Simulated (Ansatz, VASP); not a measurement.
GaAs in VASP and in Ansatz

```
Ga As
1.0
     3.74415    0.00000    0.00000
    -1.87208    3.24253    0.00000
     0.00000    0.00000    6.51888
Ga As
2 2
Direct
  0.00000 0.00000 0.00000
  0.00000 0.00000 0.50000
  0.33333 0.66667 0.25000
  0.66667 0.33333 0.75000
```

Change from the starting cell: ordered vacancies on the anion sites of aluminium diboride (P6_3/mmc, No. 194).

Alike in both runs: functional PBE; k mesh 6 × 6 × 4; occupations gaussian, width 0.1 eV; no spin polarisation.

Ansatz relaxed the structure, and its values are those at the end. VASP's run is a single point on that final structure, the one shown.

|  | VASP | Ansatz |
| --- | --- | --- |
| version | VASP 6.6.1 | Ansatz 0.2.0 |
| potentials or method | VASP PAW PBE potentials, release 64 (Ga_d, As) | scalar-relativistic, plane waves, PAW |
| plane-wave cutoff (eV) | 520 | 420 |
| valence electrons in the cell | 36 | 56 |

VASP gave:

| Property | Result |
| --- | --- |
| gap on the k mesh at the Fermi level (eV) | none |
| pressure (GPa) | 0.2 |

**Question.** What did Ansatz give for the same quantities?

**Answer.** gap on the k mesh at the Fermi level (eV): none; pressure (GPa): 0.1.

A gap of «none» marks a metal or a gap that the smearing closes. The two sets of potentials don't hold the same shells in valence.
